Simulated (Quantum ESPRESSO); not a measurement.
The system is Ir.

```xyz
1
Lattice="0.0000 1.9156 1.9156 1.9156 0.0000 1.9156 1.9156 1.9156 0.0000" Properties=species:S:1:pos:R:3 pbc="T T T"
Ir    0.0000    0.0000    0.0000
```

* Program: Quantum ESPRESSO 7.5
* Task: phonon dispersion
* Functional: PBEsol
* Potentials or basis: GBRV 1.5 PBEsol
* Cutoff: 612 eV
* Density cutoff: 4898 eV
* k mesh: 12 × 12 × 12
* Occupations: cold, width 0.2 eV
* Spin: no spin polarisation
* Mixing beta: 0.5
* Most SCF iterations: 120
* SCF threshold: 2e-10 Ry
* q mesh: 2 × 2 × 2

The cell and the atoms were relaxed first, to 14.03 Å³/atom (a = 2.707 Å, b = 2.707 Å, c = 2.707 Å, α = 60.00°, β = 60.00°, γ = 60.00°), and the response was taken there.

What are the zero-point energy, and the vibrational entropy and heat capacity at 298.15 K?

Zero-point energy 27.4 meV/atom; entropy 4.19 k_B/atom (34.8 J/(K·mol of atoms)); Cv 2.87 k_B/atom, 96 % of the classical limit. These are harmonic values without the electrons' part.

Phonon frequencies at the corners of the path (cm⁻¹, interpolated; i marks imaginary ones):
```
point  frequencies
    Γ        0 0 0
    X  152 152 205
    W  154 182 182
    K  145 174 192
    L  121 121 206
    U  145 174 192
```

Harmonic thermodynamics per atom at this volume (zero-point energy 27.4 meV, Debye temperature from the second moment 282 K):
| T (K) | free energy (meV) | entropy (k_B) | heat capacity Cv (k_B) |
| --- | --- | --- | --- |
| 50 | 27.1 | 0.33 | 0.88 |
| 100 | 23.4 | 1.37 | 2.08 |
| 200 | 3.8 | 3.07 | 2.72 |
| 298.15 | -27.2 | 4.19 | 2.87 |
| 500 | -114.3 | 5.70 | 2.95 |
| 800 | -281.0 | 7.10 | 2.98 |

Phonon states per cell in windows of 10 cm⁻¹ (negative: imaginary):
```csv
from (cm⁻¹),total
0,0.00
10,0.00
20,0.00
30,0.01
40,0.01
50,0.02
60,0.03
70,0.04
80,0.06
90,0.08
100,0.12
110,0.19
120,0.32
130,0.35
140,0.39
150,0.27
160,0.22
170,0.19
180,0.25
190,0.39
200,0.07
```

A q mesh this small can miss soft modes between its points.

Caveat: the q mesh is small, so phonon branches between its points and thermal values are rough.
